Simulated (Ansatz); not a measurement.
Calculated ¹⁷O NMR of the central transition for SiO₂

Cell: a computed structure from the Materials Project (it need not be an observed phase), atoms as given.

```cif
data_SiO2
_symmetry_space_group_name_H-M 'I4/mmm'
_symmetry_Int_Tables_number 139
_cell_length_a 13.0341
_cell_length_b 13.0341
_cell_length_c 5.2481
_cell_angle_alpha 90.000
_cell_angle_beta 90.000
_cell_angle_gamma 90.000
loop_
_atom_site_label
_atom_site_type_symbol
_atom_site_symmetry_multiplicity
_atom_site_Wyckoff_symbol
_atom_site_fract_x
_atom_site_fract_y
_atom_site_fract_z
Si Si 16 l 0.3813 0.2102 0.0000
O9 O 16 k 0.8571 0.6429 0.2500
O17 O 8 j 0.5000 0.2430 0.0000
O21 O 8 h 0.3133 0.3133 0.0000
```

One atom of each set is listed; the run and its k-mesh use a cell of 24 atoms with edges of 9.58, 9.58, 9.58 Å.

Level of theory: DFT, PBE, plane waves and PAW, scalar-relativistic, 420 eV cutoff, Γ-centred 5×5×5 k-points, Fermi–Dirac smearing 0.02 eV (Ansatz 0.2.0).

¹⁷O has I = 5/2 and Q = -25.58 mb (Pyykkö 2018); at 23.5 T its Larmor frequency is ν₀ = 135.7 MHz. Only the quadrupole interaction is simulated: positions count from each site's isotropic chemical shift, and J coupling is left out, as are shift anisotropy and dipolar coupling, which fast spinning averages.

Q: Give C_Q, η, the quadrupolar product P_Q = |C_Q|(1 + η²/3)^½, the second-order isotropic shift and the breadth of the pattern (fast magic-angle spinning) for each O site.

A: 

```
site                 first shell  C_Q (MHz)     η  P_Q (MHz)  δ_QIS (ppm)  breadth (kHz)
  O9  2 Si at 1.61 Å, angle 151°      -5.92  0.12       5.94        -11.5           3.46
 O17  2 Si at 1.61 Å, angle 149°      -5.90  0.18       5.93        -11.5           3.50
 O21  2 Si at 1.61 Å, angle 157°      -6.00  0.07       6.01        -11.8           3.50
```

δ_QIS = −(ν_Q²/30ν₀²)[I(I+1) − 3/4](1 + η²/3) × 10⁶ ppm with ν_Q = 3|C_Q|/[2I(2I−1)]; it falls as 1/B₀² in ppm, and the breadth as 1/B₀ in kHz.

At O9 and O17 V_zz runs parallel to the line that joins its two neighbours (within 1°) in each case. At O21 V_zz points along the line of its two bonds (within 1°).

The largest force is 0.3 eV/Å, so the atoms aren't at the calculated equilibrium and relaxing them would move these values.
